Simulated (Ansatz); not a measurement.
Straining H

Computed with Ansatz, DFT PBE, scalar-relativistic, plane waves, PAW. Run with 420 eV cutoff, 6×6×6 k-mesh, Gaussian smearing of 0.02 eV, no spin polarisation.

Reference structure (relaxed):

```
CELL_PARAMETERS angstrom
3.70979 0.00000 0.00000
0.00000 3.70979 0.00000
0.00000 0.00000 4.57118
ATOMIC_POSITIONS crystal
H 0.00000 0.00000 0.91789
H 0.00000 0.00000 0.08211
H 0.50000 0.50000 0.41789
H 0.50000 0.50000 0.58211
```

Deformation: biaxial strain in the a-b plane, with the length and tilt of c and the atoms relaxed, all within the symmetry that the strain leaves. Energies are extrapolated to zero smearing. Stress is positive in compression, on the Cartesian axes of the cell above. Gaps are Kohn–Sham gaps over the whole zone.

| strain (%) | ΔE (meV/atom) | a (Å) | b (Å) | c (Å) | σxx (GPa) | σyy (GPa) | σzz (GPa) | gap (eV) |
| --- | --- | --- | --- | --- | --- | --- | --- | --- |
| -6.0 | ? | 3.487 | 3.487 | ? | ? | ? | ? | ? |
| -4.0 | 0.1 | 3.561 | 3.561 | 4.816 | 0.04 | 0.04 | 0.01 | 9.38 |
| -2.0 | 0.0 | 3.636 | 3.636 | 4.701 | 0.02 | 0.02 | 0.01 | 9.32 |
| +0.0 | 0.0 | 3.710 | 3.710 | 4.571 | 0.01 | 0.01 | 0.02 | 9.27 |
| +2.0 | 0.0 | 3.784 | 3.784 | 4.519 | -0.01 | -0.01 | 0.00 | 9.27 |
| +4.0 | 0.1 | 3.858 | 3.858 | 4.449 | -0.02 | -0.02 | 0.00 | 9.27 |
| +6.0 | ? | 3.932 | 3.932 | ? | ? | ? | ? | ? |

Fill in the row at -6.0 %.

ΔE 0.3 meV/atom; c 4.906 Å; σxx 0.07 GPa; σyy 0.07 GPa; σzz 0.01 GPa; gap 9.43 eV.

Fill in the row at +6.0 %.

ΔE 0.2 meV/atom; c 4.365 Å; σxx -0.03 GPa; σyy -0.03 GPa; σzz -0.01 GPa; gap 9.27 eV.